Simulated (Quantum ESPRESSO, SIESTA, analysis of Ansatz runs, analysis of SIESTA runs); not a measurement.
# H_i (antibonding, by P) in BP (F-43m): levels and formation energies (SIESTA), part 3 of 3

Question: at which Fermi levels does H_i (antibonding, by P) in BP (F-43m) change its charge? Model: a cell of 54 host atoms with 1 H put in.

SIESTA 5.4.2; SIESTA numerical-orbital DFT, PBEsol, DZP basis, PseudoDojo 0.4.1 potentials converted to PSML; charged supercells in a uniform background, point-charge correction with alignment at far sites; the defect is named by its starting site, which the atom put in leaves on relaxing, at some charges or all.

So far. Step 2 (Band edges): The gap at this level is 1.15 eV.

**3. Relaxing each charge state (continued)**

Level of this step: SIESTA numerical-orbital DFT, PBEsol, DZP basis, PseudoDojo 0.4.1 potentials converted to PSML; relaxation of all atoms of a defect supercell (SIESTA).

Spin density in the ac plane at fractional y = 0.523, through the centre, with atoms of H within 0.45 Å of it.

Ten even steps from '_' (0.00 e/Å³) to '@' (0.45 e/Å³), each cell a mean:
```
______________________________________________________
______________________________________________________
______________________________________________________
______________________________________________________
______________________________________________________
______________________________________________________
______________________________________________________
______________________________________________________
______________________________________________________
______________________________________________________
____..----..__________________________________________
____..++@@++..________________________________________
______::####::________________________________________
________..::..________________________________________
______________________________________________________
______________________________________________________
______________________________________________________
______________________________________________________
______________________________________________________
______________________________________________________
______________________________________________________
______________________________________________________
______________________________________________________
______________________________________________________
```
Columns run along a (9.7 Å), rows up along c (9.7 Å). Atoms in or near the plane, at fractional coordinates: H at (0.17, 0.50).

Valence density in the ac plane at fractional y = 0.523, through the centre, with atoms of H within 0.45 Å of it. It is the smooth field of the valence electrons, not physical close to the nuclei.

Values in units of 1e-1 e/Å³, 13 rows by 16 columns, each cell a mean:
```
4.1 1.7 2.6 5.8 6.7 5.4 2.2 2.0 4.9 6.6 6.3 3.0 1.7 3.7 6.4 6.7
4.6 1.5 0.9 2.6 5.4 5.5 2.4 0.9 1.8 4.6 6.0 3.5 1.1 1.2 3.6 5.9
2.7 1.5 0.8 0.9 1.9 2.8 2.0 0.9 0.8 1.5 2.7 2.4 1.2 0.7 1.1 2.3
1.9 1.8 2.3 2.8 2.6 2.0 1.8 2.0 2.7 2.8 2.2 1.8 1.9 2.5 2.9 2.4
3.4 1.9 3.2 6.0 6.4 4.5 2.0 2.4 5.2 6.5 5.5 2.6 1.9 4.2 6.4 6.2
5.0 3.0 3.8 4.8 6.2 5.9 2.4 1.1 2.8 5.6 6.4 3.5 1.2 1.9 4.9 6.5
3.5 2.9 7.2 5.5 3.4 3.8 2.1 0.8 0.8 2.1 3.8 2.8 1.1 0.6 1.5 3.4
1.9 1.8 2.7 3.7 2.4 1.9 1.8 1.6 1.7 1.8 1.9 1.9 1.6 1.6 1.8 1.8
2.7 1.8 3.2 5.5 5.5 3.4 1.9 2.5 4.8 5.6 4.3 2.2 2.1 4.1 5.7 5.0
4.6 1.6 1.9 5.0 6.6 5.8 2.3 1.5 3.9 6.3 6.5 3.4 1.4 2.8 5.8 6.7
4.2 1.5 0.7 1.6 4.1 4.8 2.3 0.8 1.1 3.2 5.1 3.2 1.1 0.8 2.4 4.8
2.2 1.6 1.1 1.1 1.6 2.2 1.8 1.2 1.1 1.4 2.1 2.1 1.4 1.1 1.2 1.8
2.2 1.9 2.9 4.2 4.0 2.6 1.8 2.4 3.9 4.2 3.1 1.9 2.1 3.4 4.3 3.6
```
Columns run along a (9.7 Å), rows up along c (9.7 Å). Atoms in or near the plane, at fractional coordinates: H at (0.17, 0.50).

The states that were run, at 2×2×2 shifted by half a step, on 1 MPI rank of Arm Neoverse V1, shared host:

| charge | moment (μB) | outcome | structures computed | largest displacement of a host atom from its site (Å) | lowest empty less highest filled level (eV) | time |
| --- | --- | --- | --- | --- | --- | --- |
| −1 | 0 | converged | 10 | 0.04 | 1.06 | 36 min |
| +1 | 0 | converged | 22 | 0.05 | 0.04 | 78 min |
| 0 | 1 | converged | 11 | 0.02 | 0.24 | 81 min |

Against the host's sites the lattice moves most at charge +1 (0.05 Å); the smallest move among the states is 0.02 Å.

At charge −1 the atom put in ends 0.48 Å from where it was put, so the defect's name tells the start alone.

**4. Corrections and levels**

A charged cell interacts with its images and the background. The point-charge term, screened by the static dielectric constant, takes that out, and the potential far from the defect is aligned with the host's. Chemical potentials: B (alpha-rhombohedral (B12)), H (H2 molecule) and P (black phosphorus), run alike.

By state, in eV; the first energy still holds the atoms taken out or put in:

| charge | moment (μB) | energy over the host, electrons at the valence top | point-charge term | potential shift at far sites | its spread | correction |
| --- | --- | --- | --- | --- | --- | --- |
| −1 | 0 | -12.747 | 0.253 | 0.017 | 0.035 | 0.235 |
| 0 | 1 | -13.067 | 0.000 | - | - | 0.000 |
| +1 | 0 | -12.913 | 0.253 | -0.083 | 0.007 | 0.170 |

Potentials at atomic sites for charge −1, some of the atoms; distances and the model charge refer to the site on which the defect was built:

| atom | distance from that site (Å) | potential less the host's (eV) | point-charge model (eV) |
| --- | --- | --- | --- |
| P10 | 1.403 | 0.133 | 0.578 |
| P8 | 2.167 | 0.136 | 0.213 |
| B35 | 3.402 | 0.204 | -0.004 |
| P26 | 3.539 | -0.072 | -0.018 |
| P50 | 3.902 | -0.070 | -0.048 |
| B23 | 4.141 | 0.201 | -0.056 |
| P16 | 4.477 | 0.004 | -0.063 |
| B21 | 4.694 | -0.079 | -0.077 |
| B49 | 4.973 | -0.077 | -0.073 |
| B39 | 5.245 | -0.075 | -0.088 |
| P24 | 5.516 | -0.107 | -0.104 |

Over the charge states the far sites scatter by a standard deviation of up to 0.03 eV about the model once its mean shift is taken off, which is the uncertainty of the alignment.

Limit set by the element alone; other compounds of these elements are not counted. Chemical potentials from the elements' reference states: B 0.00 eV, P -0.93 eV, H 0.00 eV. Formation energy by charge state (B-rich; gap 1.15 eV):

| charge | at valence top (eV) | at conduction bottom (eV) | correction included (eV) |
| --- | --- | --- | --- |
| +1 | 2.73 | 3.88 | 0.17 |
| 0 | 2.40 | 2.40 | 0.00 |
| −1 | 2.96 | 1.81 | 0.24 |

(Fermi level (eV), lowest formation energy (eV)): (0.00, 2.40), (0.10, 2.40), (0.21, 2.40), (0.31, 2.40), (0.42, 2.40), (0.52, 2.40), (0.63, 2.33), (0.73, 2.23), (0.84, 2.12), (0.94, 2.02), (1.05, 1.91), (1.15, 1.81)

Limit set by the element alone; other compounds of these elements are not counted. Chemical potentials from the elements' reference states: P 0.00 eV, B -0.93 eV, H 0.00 eV. Formation energy by charge state (P-rich; gap 1.15 eV):

| charge | at valence top (eV) | at conduction bottom (eV) | correction included (eV) |
| --- | --- | --- | --- |
| +1 | 2.73 | 3.88 | 0.17 |
| 0 | 2.40 | 2.40 | 0.00 |
| −1 | 2.96 | 1.81 | 0.24 |

| Fermi level (eV) | lowest formation energy (eV) |
| --- | --- |
| 0.00 | 2.40 |
| 0.10 | 2.40 |
| 0.21 | 2.40 |
| 0.31 | 2.40 |
| 0.42 | 2.40 |
| 0.52 | 2.40 |
| 0.63 | 2.33 |
| 0.73 | 2.23 |
| 0.84 | 2.12 |
| 0.94 | 2.02 |
| 1.05 | 1.91 |
| 1.15 | 1.81 |

So at this level: (+1/0) at -0.32 eV (-0.15 without the correction) and (0/−1) at 0.56 eV (0.32 without the correction), in a gap of 1.15 eV. (+1/0) lies outside the gap, so the charge beyond is not the lowest at any Fermi level in the gap, within the error of the correction.

Charge transition levels, in eV, zero at the valence-band top of the host:

|  | conduction bottom | valence top |
| --- | --- | --- |
| H_i (antibonding, by P) | 1.15 | 0.00 |

|  | level | energy (eV) |
| --- | --- | --- |
| H_i (antibonding, by P) | (+1/0) | -0.32 |
| H_i (antibonding, by P) | (0/−1) | 0.56 |

**5. Outcome**

```yaml
gap_of_the_host_siesta_pbesol: 1.15 eV
level_0_minus_1_siesta_pbesol_dzp_2x2x2: 0.56 eV above the valence top
```

In words: At the level trusted most (SIESTA, PBEsol, DZP, 2×2×2) the charge changes at 0.56 eV (0/−1) above the valence top, in a gap of 1.15 eV. Of the charges placed (−1, 0 and +1), the lowest changes at 0.56 eV (0/−1) above the valence top, in a gap of 1.15 eV. (+1/0) reaches a band edge before or after the correction; the carrier may then sit in a band, where the point-charge correction doesn't apply and the value depends on how these k-points fill the band, which is not corrected here. Only the charges −1, 0 and +1 were placed; others may be stable too. Limits: PBEsol makes the gap too small and tends to spread out bound carriers.

[Logs are printed without paths, hosts, clocks, repeated set-up lines and the standing remarks that a program may print on its own settings, such as how far it seeks lower states.]

[Hosts, paths, dates, database ids (printed as entryN), source tags and the programs' standing remarks are cut or masked in the printed files.]

[For some hosts the program warned that the k-mesh of the response run may be too coarse for force constants and the static dielectric constant; such warnings are not shown here.]

[Charge tables in the logs are Mulliken or Hirshfeld populations, whose sizes and signs can differ; where basis functions stand at a vacancy, SIESTA counts their charge against the missing atom's valence.]

[In relaxation paths of CP2K, step 0 can be the structure after the first move, since the trajectory file begins there, and the last row can be the final structure solved once more.]
